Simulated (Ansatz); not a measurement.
BN: random displacements

Method: DFT PBE, scalar-relativistic, plane waves, PAW in Ansatz 0.2.0. Settings: plane waves to 420 eV, k-mesh 12×12×6 (Γ-centred), Gaussian smearing 0.05 eV. No spin polarisation. Energies are free energies at this smearing, counted from the undisturbed cell; pressure is positive in compression.

Reference structure (relaxed at this level; this wurtzite form isn't the usual structure):

```xyz
4
Lattice="2.5546 0.0000 0.0000 -1.2773 2.2123 0.0000 0.0000 0.0000 4.2245" Properties=species:S:1:pos:R:3 pbc="T T T"
B     1.2773    0.7374    4.2237
B     0.0000    1.4749    2.1114
N     1.2773    0.7374    2.6411
N     0.0000    1.4749    0.5289
```

The atoms are displaced (Å, in the unstrained cell):

| atom | ux | uy | uz |
| --- | --- | --- | --- |
| B1 | 0.011 | -0.037 | -0.005 |
| B2 | -0.025 | 0.029 | -0.010 |
| N3 | 0.010 | 0.023 | -0.042 |
| N4 | 0.004 | -0.015 | 0.057 |

Strain (Voigt, engineering shear): (-0.0044, -0.0139, -0.0102, 0.0005, 0.0266, -0.0264).

What are the energy change, the stress and the forces?

ΔE = 62.1 meV/atom; stress (xx, yy, zz, yz, xz, xy; compression positive) (9.35, 16.08, 15.73, -0.51, -10.55, 12.85) GPa; gap on the mesh 4.75 eV.
```tsv
atom	Fx (eV/Å)	Fy	Fz
B1	-0.11	0.72	0.56
B2	1.08	-0.23	0.29
N3	-1.03	-0.27	2.35
N4	0.06	-0.22	-3.20
```

Cost: 1 run of about 0.29 core-minutes, on Intel Xeon Platinum 8259CL (Skylake/Cascade Lake) (shared hosts).